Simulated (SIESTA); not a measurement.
As under changes of volume

One of the cells (21.530 Å³/atom); the others are scaled copies at fixed shape and fractional positions:

```
CELL_PARAMETERS angstrom
1.88080 1.08588 3.51406
-1.88080 1.08588 3.51406
0.00000 -2.17176 3.51406
ATOMIC_POSITIONS crystal
As 0.22600 0.22600 0.22600
As 0.77400 0.77400 0.77400
```

| Property | Result |
| --- | --- |
| Program | SIESTA 5.4.2 |
| Functional | PBEsol |
| Potentials or basis | PseudoDojo 0.4 standard (PBEsol files) |
| Basis | DZP (energy shift 0.003 Ry; two zetas on semicore shells) |
| Grid cutoff | 500 Ry |
| Energy shift | 0.003 Ry |
| k mesh | 9 × 9 × 9 |
| Occupations | fermi-dirac, width 0.05 eV |
| Spin | no spin polarisation |

```tsv
volume (Å³/atom)	energy over the lowest point (meV/atom)	pressure (GPa)	largest force (eV/Å)
20.239	46.94	8.4	1.285
20.669	27.36	6.3	1.113
21.100	13.31	4.3	0.969
21.530	4.38	2.4	0.817
21.961	0.07	0.8	0.663
22.392	0.00	-0.7	0.540
22.822	?	?	?
```

Task: What does the run at 22.822 Å³/atom give?

Result: Energy over the lowest point 5.35 meV/atom; pressure -2.0 GPa; largest force 0.426 eV/Å.

Worked out: A Birch-Murnaghan fit of order 3 (a polynomial in V^(-2/3)) to the other rows has its minimum at 22.18 Å³/atom with B0 = V·E''(V) = 77 GPa and B' = 3.7 at fixed shape and positions, which overstates the stiffness. It gives 3.79 meV/atom at 22.822 Å³/atom, against the run's 5.35, and -dE/dV = -2.1 GPa, against -2.0.

Energies are extrapolated to zero smearing.

Caveats: the basis of atomic orbitals isn't converged, which shifts pressures, moduli and gaps; forces of over 1 eV/Å show positions far from the minimum, so gaps and moduli don't describe the material at rest (some runs).
